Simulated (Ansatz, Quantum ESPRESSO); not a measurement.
## Tc: 3 runs at one level of theory

```xyz
2
Lattice="2.7400 0.0000 0.0000 -1.3700 2.3729 0.0000 0.0000 0.0000 4.3980" Properties=species:S:1:pos:R:3 pbc="T T T"
Tc    1.3700    0.7910    3.2985
Tc    0.0000    1.5819    1.0995
```

Alike in all runs: task band structure; functional PBEsol; k mesh 11 × 11 × 6; occupations fermi-dirac, width 0.05 eV; no spin polarisation; no spin-orbit coupling. Pressure is positive in compression and, in plane waves, holds the error of the finite cutoff, which Ansatz's Pulay term estimates and takes out.

```csv
program and potentials,plane-wave cutoff (eV),notes,pressure (GPa)
"Ansatz, PAW datasets made for the crystal",300,7 valence electrons an atom on average,-6.57
"Quantum ESPRESSO, PseudoDojo 0.4.1 SR PBEsol standard",1143,15 valence electrons an atom on average,-6.19
"Ansatz, all-electron LAPW, scalar-relativistic",-,-,-6.57
```

The pressure spans -6.57 (Ansatz, all-electron LAPW, scalar-relativistic) to -6.19 GPa (Quantum ESPRESSO, PseudoDojo 0.4.1 SR PBEsol standard), with all-electron results at -6.57.

Differences between rows come from potentials, basis sets and numerical settings, since the functional is the same but for its coding. Runs on potential files found faulty are left out.
